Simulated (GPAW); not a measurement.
# BaO (Fm-3m): one start, several treatments of the self-energy

How much does the gap of BaO (Fm-3m) depend on the approximation to the self-energy?

Method: PBE and many-body steps on it, plane waves, in GPAW 26.7.0.

The database entry behind the starting cell differs from later determinations by our own check (about 0.7 % short), so it need not match the best structure at ambient conditions.

## 1. The structure

Symmetry: Fm-3m, No. 225, cubic system. The conventional cell has a = 5.500 Å, b = 5.500 Å, c = 5.500 Å, α = 90.00°, β = 90.00°, γ = 90.00°. Ba has 6 O at 2.75 Å nearest. O has 6 Ba at 2.75 Å nearest. Farther neighbours and most contacts between anions are not listed.

As a file:

```
Ba O
1.0
     0.00000    2.75000    2.75000
     2.75000    0.00000    2.75000
     2.75000    2.75000    0.00000
Ba O
1 1
Direct
  0.00000 0.00000 0.00000
  0.50000 0.50000 0.50000
```

The cell and positions come from the Crystallography Open Database and are kept as given unless a step says otherwise. Spin-orbit coupling is left out unless a step names it.

## 2. Empty states on the mesh, 4×4×4 mesh, 383 bands

This step: GPAW 26.7.0; DFT, PBE, plane waves, PAW.

The sums over transitions need many empty states on a uniform mesh; this step solves for them.

File run.py:

```python
import json
import numpy as np
from gpaw.mpi import world
from gpaw import GPAW

calc = GPAW('gs.gpw').fixed_density(kpts={'size': (4, 4, 4), 'gamma': True},
    parallel={'domain': 1, 'band': 1},
    txt='nscf.txt')
calc.diagonalize_full_hamiltonian(nbands=383)
calc.write('full.gpw', mode='all')
res = {}
kpts = calc.get_ibz_k_points()
res['kpts'] = kpts
res['eigenvalues'] = [calc.get_eigenvalues(kpt=k) for k in range(len(kpts))]
res['n_electrons'] = calc.get_number_of_electrons()

if world.rank == 0:
    with open('result.json', 'w') as f:
        json.dump(res, f, default=lambda x: x.tolist())
```

Started as:

```sh
> mpirun -n 4 gpaw python run.py
```

Numbers of over 12 decimals in the logs are rounded to 6 here.

The program printed:

```text
Diagonalizing LCAO Hamiltonian
Converting LCAO to pw mode
convergence criteria:
- Maximum integral of absolute [eigenst]ate change: 4e-08 eV^2 / valence electron
maximum number of iterations: 100

SCF iterations
|iter     |     time |      energy | eigst |  dens |
|iter:   1|  |             | +2.14 |       |
|iter:   2|  |             | +0.85 |       |
|iter:   3|  |             | -0.29 |       |
[...]
|iter:   8|  |             | -6.13 |       |
|iter:   9|  |             | -7.13 |       |
|iter:  10|  |             | -7.86c|       |
SCF steps: 10
  __  _  _
 | _ |_)|_||  |
 |__||  | ||/\| - 26.7.0

Input parameters:
  mode=PW(ecut=600.0),
  convergence={'density': 1e-06, 'bands': -3},
  gpts=array([24, 24, 24]),
  kpts=MonkhorstPack(size=(4, 4, 4), gamma=True),
  maxiter=100,
  nbands=15,
  occupations=Occupations(name='fermi-dirac', width=0.001, fixmagmom=False),
  parallel={'domain': 1, 'band': 1},
  xc=XC(name='PBE')
Matrix size: 1411x1411
# Writing to full.gpw (mode='all')
  [... matrices ...]

timing:  # [seconds]
  Total: 5.635  # ━━━━━━━━━━━━━━━━━━━━━━━━━━━━━━━━━━━━━━━━━━━━━━━━━━━━━━━━━━━
```

The job ended after 8.8 s (4 MPI ranks of Arm Neoverse V2, shared host; peak memory 1.3 GiB).

Numbers from this step:

```
gap                                                           : 1.921 eV
k of the valence top                                          : 0.5, 0.5, 0
k of the conduction bottom                                    : 0.5, 0.5, 0
least direct gap                                              : 1.921 eV
k points computed                                             : 8
lowest point of the top converged band, above the valence top : 238.3470 eV
```

On this mesh the gap is 1.921 eV.

## 3. G0W0, Godby-Needs plasmon pole

G0W0 replaces the xc potential by the self-energy, built once from these orbitals. Only a window of levels is corrected, while the sums run over the empty bands that the input names.

This step: G0W0 on PBE, plane waves, PAW.

File run.py:

```python
import json
import numpy as np
from gpaw.mpi import world
from gpaw.response.g0w0 import G0W0

gw = G0W0('full.gpw',
    filename='gw',
    kpts=[0, 5],
    bands=(6, 10),
    ecut=150,
    nbands=173,
    integrate_gamma='WS',
    ppa=True)
gw.calculate()
res = {mode: {k: v for k, v in r.items() if k != 'sigma_eskwn'}
       for mode, r in gw.all_results.items()}

if world.rank == 0:
    with open('result.json', 'w') as f:
        json.dump(res, f, default=lambda x: x.tolist())
```

Started as:

```sh
> mpirun -n 4 gpaw python run.py
```

The program printed:

```text
Using integrator: PointIntegrator
FrequencyGridDescriptor(from 0.000+0.000j to 0.000+27.211j eV, 2 points)
Nonperiodic BCs:  [False False False]
Using integrator: PointIntegrator
FrequencyGridDescriptor(from 0.000+0.000j to 0.000+27.211j eV, 2 points)
Nonperiodic BCs:  [False False False]
  ___  _ _ _
 |   || | | |
 | | || | | |
 |__ ||_____|
 |___|

BZ k-points: Symmetries present (total): 48

  [... matrices ...]
64 k-points: 4 x 4 x 4 Monkhorst-Pack grid + [1/8,1/8,1/8]
8 k-points in the irreducible part of the Brillouin zone
       k-points in crystal coordinates                weights
   0:     0.00000000    0.00000000    0.00000000          1/64
   1:     0.25000000    0.25000000    0.00000000          6/64
   2:     0.25000000    0.25000000    0.25000000          8/64
   3:     0.50000000    0.25000000   -0.25000000          6/64
   4:     0.50000000    0.25000000    0.25000000         12/64
   5:     0.50000000    0.50000000    0.00000000          3/64
   6:     0.50000000    0.50000000    0.25000000         24/64
   7:     0.50000000    0.50000000    0.50000000          4/64

Distributing spins, k-points and bands (1 x 2 x 4) over 4 processes
Number of blocks: 1

Quasi particle states:
k-points (IBZ indices): [0, 5]
Band range: (6, 10)
  [... matrices ...]
Computational parameters:
Plane wave cut-off: 150 eV
Number of bands: 173
Coulomb cutoff: None
Broadening: 0.1 eV

fxc modes: GW
Kernel: RPA
Using Godby-Needs plasmon-pole approximation:
  Fitting energy: i*E0, E0 = 1.000 Hartree
Summing all q:

Calculating screened Coulomb potential
No Coulomb truncation
FrequencyGridDescriptor(from 0.000+0.000j to 0.000+27.211j eV, 2 points)
Removing empty qpoint cache files...

Calculating chi0 body with:
    Ground state adapter containing:
    Number of spins: 1
    Number of kpoints: 64
    Number of irreducible kpoints: 8
    Number of completely occupied states: 8
    Number of partially occupied states: 8
    Occupied states memory: 1.6875 M / cpu

    Linear response parametrization:
    q_c: [0.0, 0.0, 0.0]
    Number of frequency points: 2
    Planewave cutoff: 150.0
    Number of bands: 173
    Number of planewaves: 169
    Broadening (eta): 1e-06
    comm.size: 4
    kncomm.size: 4
    blockcomm.size: 1

    Memory estimate of potentially large arrays:
        chi0_wGG: 0.871613 M / cpu
Integrating chi0 body.

Symmetries of q_c:
    Direct symmetries (Uq -> q): 48
    Indirect symmetries (TUq -> q): 0
In total 48 allowed symmetries.

  [... matrices ...]
8 groups of equivalent kpoints. 87.5% reduction.

Integral kind: response function
Integrating chi0 head and wings.

Symmetries of q_c:
    Direct symmetries (Uq -> q): 48
    Indirect symmetries (TUq -> q): 0
In total 48 allowed symmetries.

  [... matrices ...]
8 groups of equivalent kpoints. 87.5% reduction.

Integral kind: response function wings

Calculating chi0 body with:
    Ground state adapter containing:
    Number of spins: 1
    Number of kpoints: 64
    Number of irreducible kpoints: 8
    Number of completely occupied states: 8
    Number of partially occupied states: 8
    Occupied states memory: 1.6875 M / cpu

    Linear response parametrization:
[... the further q-points ...]

Results:
f:      Occupation numbers
eps:     KS-eigenvalues [eV]
vxc:     KS vxc [eV]
exx:     Exact exchange [eV]
sigma:   Self-energies [eV]
dsigma:  Self-energy derivatives
Z:       Renormalization factors
qp:      QP-energies [eV]

k-point 0 (0): (0.000, 0.000, 0.000)                GW
band       f     eps     vxc     exx   sigma  dsigma       Z      qp
                                                                   GW
   6   1.000   6.953 -19.347 -24.478   4.156  -0.321   0.757   6.216
   7   1.000   6.953 -19.347 -24.478   4.156  -0.321   0.757   6.216
   8   0.000  11.041 -11.006  -6.686  -3.846  -0.182   0.846  11.441
   9   0.000  12.069 -11.272  -6.271  -4.142  -0.184   0.845  12.795

k-point 1 (5): (0.500, 0.500, 0.000)                GW
band       f     eps     vxc     exx   sigma  dsigma       Z      qp
                                                                   GW
   6   1.000   7.178 -19.801 -24.765   4.027  -0.315   0.761   6.464
   7   1.000   7.385 -20.198 -24.989   3.864  -0.305   0.766   6.674
   8   0.000   9.306  -9.633  -5.387  -3.791  -0.176   0.850   9.692
   9   0.000  13.458 -13.593  -8.478  -4.052  -0.191   0.839  14.349
```

It took 40 s on 4 MPI ranks; peak memory 1.2 GiB; 2.6 min of CPU time.

Numbers from this step:

| Property | Result |
| --- | --- |
| G0W0 gap on the points computed | 3.018 eV |
| least direct G0W0 gap on the computed points | 3.018 eV |
| Z at the valence top | 0.7663 |
| Z at the conduction bottom | 0.8503 |
| starting gap on the mesh | 1.921 eV |
| k of the valence top | 0.5, 0.5, 0 |
| k of the conduction bottom | 0.5, 0.5, 0 |

The gap on the mesh goes from 1.92 eV to 3.02 eV, a correction of +1.10 eV.

## 4. One-shot HSE06

This step: one-shot HSE06 levels on PBE orbitals, plane waves, PAW.

File run.py:

```python
import json
import numpy as np
from gpaw.mpi import world
from gpaw.hybrids.eigenvalues import non_self_consistent_eigenvalues

dft, vxc, vxc_hyb = non_self_consistent_eigenvalues('full.gpw', 'HSE06', 6, 10, kpt_indices=[0, 5])
res = {'dft': dft[0], 'hybrid': (dft - vxc + vxc_hyb)[0]}
if world.rank == 0:
    with open('hybrid.txt', 'w') as f:
        for k, e0, e1 in zip([0, 5], res['dft'], res['hybrid']):
            print(k, ' '.join(f'{x:9.4f}' for x in e0), '|', ' '.join(f'{x:9.4f}' for x in e1), file=f)

if world.rank == 0:
    with open('result.json', 'w') as f:
        json.dump(res, f, default=lambda x: x.tolist())
```

Started as:

```sh
> mpirun -n 4 gpaw python run.py
```

The program printed:

```text
IBZ(<points: 8, symmetries: 48>)
Occupied bands: 8
Transforming wave functions from IBZ to BZ: 0.016 seconds
Distributing wave functions and iFFT-ing to real space: 0.100 seconds
Calculating eigenvalues:
  k-points: 2
  Bands: 6-9 (inclusive)
  Seconds: 0.311 (wave-function broadcasting: 0.006 seconds)
HSE06-eigenvalue shifts:
  min: -1.239 eV
  ave: -0.399 eV
  max: 0.534 eV
```

Run time: 2.9 s. Hardware: 4 MPI ranks; peak memory 0.65 GiB; 11 s of CPU time.

Numbers from this step:

| Quantity | Value |
| --- | --- |
| starting gap on the mesh | 1.921 eV |
| hybrid gap on the mesh | 3.359 eV |
| least direct hybrid gap on the computed points | 3.359 eV |

## 5. G0W0, extrapolated in the cutoff

This step: G0W0 on PBE, plane waves, PAW.

File run.py:

```python
import json
import numpy as np
from gpaw.mpi import world
from gpaw.response.g0w0 import G0W0

gw = G0W0('full.gpw',
    filename='gw',
    kpts=[0, 5],
    bands=(6, 10),
    ecut=250.0,
    integrate_gamma='WS',
    ppa=True,
    ecut_extrapolation=True)
gw.calculate()
res = {mode: {k: v for k, v in r.items() if k != 'sigma_eskwn'}
       for mode, r in gw.all_results.items()}

if world.rank == 0:
    with open('result.json', 'w') as f:
        json.dump(res, f, default=lambda x: x.tolist())
```

Started as:

```sh
> mpirun -n 4 gpaw python run.py
```

The program printed:

```text
Using integrator: PointIntegrator
FrequencyGridDescriptor(from 0.000+0.000j to 0.000+27.211j eV, 2 points)
Nonperiodic BCs:  [False False False]
Using integrator: PointIntegrator
FrequencyGridDescriptor(from 0.000+0.000j to 0.000+27.211j eV, 2 points)
Nonperiodic BCs:  [False False False]
  ___  _ _ _
 |   || | | |
 | | || | | |
 |__ ||_____|
 |___|

BZ k-points: Symmetries present (total): 48

  [... matrices ...]
64 k-points: 4 x 4 x 4 Monkhorst-Pack grid + [1/8,1/8,1/8]
8 k-points in the irreducible part of the Brillouin zone
       k-points in crystal coordinates                weights
   0:     0.00000000    0.00000000    0.00000000          1/64
   1:     0.25000000    0.25000000    0.00000000          6/64
   2:     0.25000000    0.25000000    0.25000000          8/64
[...]
6:     0.50000000    0.50000000    0.25000000         24/64
   7:     0.50000000    0.50000000    0.50000000          4/64

Distributing spins, k-points and bands (1 x 2 x 4) over 4 processes
Number of blocks: 1

Quasi particle states:
k-points (IBZ indices): [0, 5]
Band range: (6, 10)
  [... matrices ...]
Computational parameters:
Extrapolating to infinite plane wave cut-off using points at:
  215.443 eV
  231.120 eV
  250.000 eV
Number of bands: 373
Coulomb cutoff: None
Broadening: 0.1 eV

fxc modes: GW
Kernel: RPA
Using Godby-Needs plasmon-pole approximation:
  Fitting energy: i*E0, E0 = 1.000 Hartree
Summing all q:

Calculating screened Coulomb potential
No Coulomb truncation
FrequencyGridDescriptor(from 0.000+0.000j to 0.000+27.211j eV, 2 points)
Removing empty qpoint cache files...

Calculating chi0 body with:
    Ground state adapter containing:
    Number of spins: 1
    Number of kpoints: 64
    Number of irreducible kpoints: 8
[...]
chi0_wGG: 3.507111 M / cpu
Integrating chi0 body.

Symmetries of q_c:
    Direct symmetries (Uq -> q): 48
    Indirect symmetries (TUq -> q): 0
In total 48 allowed symmetries.

  [... matrices ...]
8 groups of equivalent kpoints. 87.5% reduction.

Integral kind: response function
Integrating chi0 head and wings.

Symmetries of q_c:
    Direct symmetries (Uq -> q): 48
    Indirect symmetries (TUq -> q): 0
In total 48 allowed symmetries.

  [... matrices ...]
8 groups of equivalent kpoints. 87.5% reduction.

Integral kind: response function wings

Calculating chi0 body with:
    Ground state adapter containing:
    Number of spins: 1
    Number of kpoints: 64
    Number of irreducible kpoints: 8
    Number of completely occupied states: 8
    Number of partially occupied states: 8
    Occupied states memory: 1.6875 M / cpu

    Linear response parametrization:
[... the further q-points ...]
Extrapolating selfenergy to infinite energy cutoff:
  Performing linear fit to 3 points
  Warning: Bad quality of linear fit for some (n,k).
           Higher cutoff might be necessary.
  Minimum R^2 = 0.0043. (R^2 Should be close to 1)
  [... matrices ...]
Results:
f:      Occupation numbers
eps:     KS-eigenvalues [eV]
vxc:     KS vxc [eV]
exx:     Exact exchange [eV]
sigma:   Self-energies [eV]
dsigma:  Self-energy derivatives
Z:       Renormalization factors
qp:      QP-energies [eV]

k-point 0 (0): (0.000, 0.000, 0.000)                GW
band       f     eps     vxc     exx   sigma  dsigma       Z      qp
                                                                   GW
   6   1.000   6.953 -19.347 -24.478   3.713  -0.337   0.748   5.893
   7   1.000   6.953 -19.347 -24.478   3.713  -0.337   0.748   5.893
   8   0.000  11.041 -11.006  -6.686  -4.024  -0.185   0.844  11.290
[...]
k-point 1 (5): (0.500, 0.500, 0.000)                GW
band       f     eps     vxc     exx   sigma  dsigma       Z      qp
                                                                   GW
[...]
8   0.000   9.306  -9.633  -5.387  -3.892  -0.176   0.850   9.607
   9   0.000  13.458 -13.593  -8.478  -4.276  -0.190   0.840  14.162
```

Wall time 7.1 min (4 MPI ranks); peak memory 1.6 GiB.

This step gave:

```
quasiparticle gap on the points computed              : 3.285 eV
least direct quasiparticle gap on the computed points : 3.285 eV
Z at the valence top                                  : 0.7591
Z at the conduction bottom                            : 0.8501
starting gap on the mesh                              : 1.921 eV
k of the valence top                                  : 0.5, 0.5, 0
k of the conduction bottom                            : 0.5, 0.5, 0
gaps at the cutoffs of the extrapolation              : 3.118, 3.134, 3.151 eV
```

Against G0W0 in GPAW (4×4×4 mesh, 173 bands, screening to 150 eV, Godby-Needs plasmon pole), the gap moves by +0.267 eV.

## 6. One-shot Hartree-Fock

This step: one-shot Hartree-Fock levels on PBE orbitals, plane waves, PAW.

File run.py:

```python
import json
import numpy as np
from gpaw.mpi import world
from gpaw.hybrids.eigenvalues import non_self_consistent_eigenvalues

dft, vxc, vxc_hyb = non_self_consistent_eigenvalues('full.gpw', 'EXX', 6, 10, kpt_indices=[0, 5])
res = {'dft': dft[0], 'hybrid': (dft - vxc + vxc_hyb)[0]}
if world.rank == 0:
    with open('hybrid.txt', 'w') as f:
        for k, e0, e1 in zip([0, 5], res['dft'], res['hybrid']):
            print(k, ' '.join(f'{x:9.4f}' for x in e0), '|', ' '.join(f'{x:9.4f}' for x in e1), file=f)

if world.rank == 0:
    with open('result.json', 'w') as f:
        json.dump(res, f, default=lambda x: x.tolist())
```

Started as:

```sh
> mpirun -n 4 gpaw python run.py
```

The program printed:

```text
IBZ(<points: 8, symmetries: 48>)
Occupied bands: 8
Transforming wave functions from IBZ to BZ: 0.015 seconds
Distributing wave functions and iFFT-ing to real space: 0.099 seconds
Calculating eigenvalues:
  k-points: 2
  Bands: 6-9 (inclusive)
  Seconds: 0.455 (wave-function broadcasting: 0.006 seconds)
HSE06-eigenvalue shifts:
  min: -5.130 eV
  ave: -0.167 eV
  max: 5.115 eV
```

It took 2.8 s on 4 MPI ranks; peak memory 0.67 GiB; 11 s of CPU time.

Numbers from this step:

| Property | Result |
| --- | --- |
| starting gap on the mesh | 1.921 eV |
| hybrid gap on the mesh | 10.96 eV |
| least direct hybrid gap on the computed points | 10.96 eV |

## 7. G0W0, full frequency, Hilbert transform

This step: G0W0 on PBE, plane waves, PAW.

File run.py:

```python
import json
import numpy as np
from gpaw.mpi import world
from gpaw.response.g0w0 import G0W0

gw = G0W0('full.gpw',
    filename='gw',
    kpts=[0, 5],
    bands=(6, 10),
    ecut=150,
    nbands=173,
    integrate_gamma='WS',
    frequencies={'type': 'nonlinear', 'domega0': 0.1, 'omega2': 15.0},
    eta=0.1,
    nblocksmax=True)
gw.calculate()
res = {mode: {k: v for k, v in r.items() if k != 'sigma_eskwn'}
       for mode, r in gw.all_results.items()}

if world.rank == 0:
    with open('result.json', 'w') as f:
        json.dump(res, f, default=lambda x: x.tolist())
```

Started as:

```sh
> mpirun -n 4 gpaw python run.py
```

The program printed:

```text
Using integrator: PointIntegrator
NonLinearFrequencyDescriptor(from 0.000 to 168.271 eV, 299 points)
Nonperiodic BCs:  [False False False]
Using integrator: PointIntegrator
NonLinearFrequencyDescriptor(from 0.000 to 168.271 eV, 299 points)
Nonperiodic BCs:  [False False False]
  ___  _ _ _
 |   || | | |
 | | || | | |
 |__ ||_____|
 |___|

BZ k-points: Symmetries present (total): 48

  [... matrices ...]
64 k-points: 4 x 4 x 4 Monkhorst-Pack grid + [1/8,1/8,1/8]
8 k-points in the irreducible part of the Brillouin zone
       k-points in crystal coordinates                weights
[...]
GW
   6   1.000   6.953 -19.347 -24.478   4.077  -0.429   0.700   6.216
   7   1.000   6.953 -19.347 -24.478   4.077  -0.429   0.700   6.216
   8   0.000  11.041 -11.006  -6.686  -3.814  -0.210   0.827  11.458
[...]
k-point 1 (5): (0.500, 0.500, 0.000)                GW
band       f     eps     vxc     exx   sigma  dsigma       Z      qp
                                                                   GW
[...]
8   0.000   9.306  -9.633  -5.387  -3.761  -0.210   0.826   9.706
   9   0.000  13.458 -13.593  -8.478  -4.049  -0.236   0.809  14.320
```

It took 79 s on 4 MPI ranks; peak memory 1.8 GiB.

Numbers from this step:

| Quantity | Value |
| --- | --- |
| G0W0 gap on the points computed | 3.090 eV |
| least direct G0W0 gap on the computed points | 3.090 eV |
| starting gap on the mesh | 1.921 eV |
| k of the valence top | 0.5, 0.5, 0 |
| k of the conduction bottom | 0.5, 0.5, 0 |

Against G0W0 in GPAW (4×4×4 mesh, 173 bands, screening to 150 eV, Godby-Needs plasmon pole), the gap moves by +0.072 eV.

## 8. Side by side

Times are wall times on 4 MPI ranks of Arm Neoverse V2, shared host, good to a factor of about two.

```tsv
run	mesh	bands	screening cutoff (eV)	DFT gap (eV)	gap on the mesh (eV)	direct (eV)	time
G0W0, Godby-Needs plasmon pole	4×4×4	173	150	1.921	3.018	3.018	40 s
one-shot HSE06	4×4×4	-	-	1.921	3.359	3.359	2.9 s
G0W0, extrapolated in the cutoff	4×4×4	-	250	1.921	3.285	3.285	7.1 min
one-shot Hartree-Fock	4×4×4	-	-	1.921	10.958	10.958	2.8 s
G0W0, full frequency, Hilbert transform	4×4×4	173	150	1.921	3.090	3.090	79 s
```

## 9. Outcome

| Quantity | Value |
| --- | --- |
| G0W0, Godby-Needs plasmon pole | 3.018 eV |
| one-shot HSE06 | 3.359 eV |
| G0W0, extrapolated in the cutoff | 3.285 eV |
| one-shot Hartree-Fock | 10.958 eV |
| G0W0, full frequency, Hilbert transform | 3.090 eV |
| known limits | not at the basis limit; no spin-orbit coupling; coarse k mesh |

In words: One-shot HSE06: +0.342 eV against G0W0, Godby-Needs plasmon pole. G0W0, extrapolated in the cutoff: +0.267 eV against G0W0, Godby-Needs plasmon pole, at other bands or cutoff, so not like for like. One-shot Hartree-Fock: +7.940 eV against G0W0, Godby-Needs plasmon pole. G0W0, full frequency, Hilbert transform: +0.072 eV against G0W0, Godby-Needs plasmon pole. Bare exchange alone opens the gap to 10.96 eV; against G0W0, correlation takes back 7.94 eV. One-shot hybrid levels are evaluated on the PBE orbitals. Bands and cutoff are finite, so the gap is not at the basis limit. The miss can reach some tenths of an eV and take either sign; the mesh is an error of its own. These stock PAW sets were not made for GW. In the G0W0 runs levels were corrected at 2 k points alone, so a gap called «on the mesh» is the least over those, and an edge elsewhere would be missed. The program warns of a poor linear fit in the extrapolation of some level, so the extrapolated values are rough. The 4×4×4 mesh is coarse for this cell, which bears on the long-range parts of exchange and screening. The many-body steps are scalar-relativistic: spin-orbit coupling is not in them.

[Paths, hosts, dates, memory and timing lines, banners, echoed tables and standing remarks are left out of the program output.]

[Logs are printed without paths, hosts, clocks, repeated set-up lines and the standing remarks that a program may print on its own settings, such as how far it seeks lower states.]

[Runs of the session that timed out or met a known fault of the program may be left out.]

[Hosts, paths, dates, database ids (printed as entryN), source tags and the programs' standing remarks are cut or masked in the printed files.]
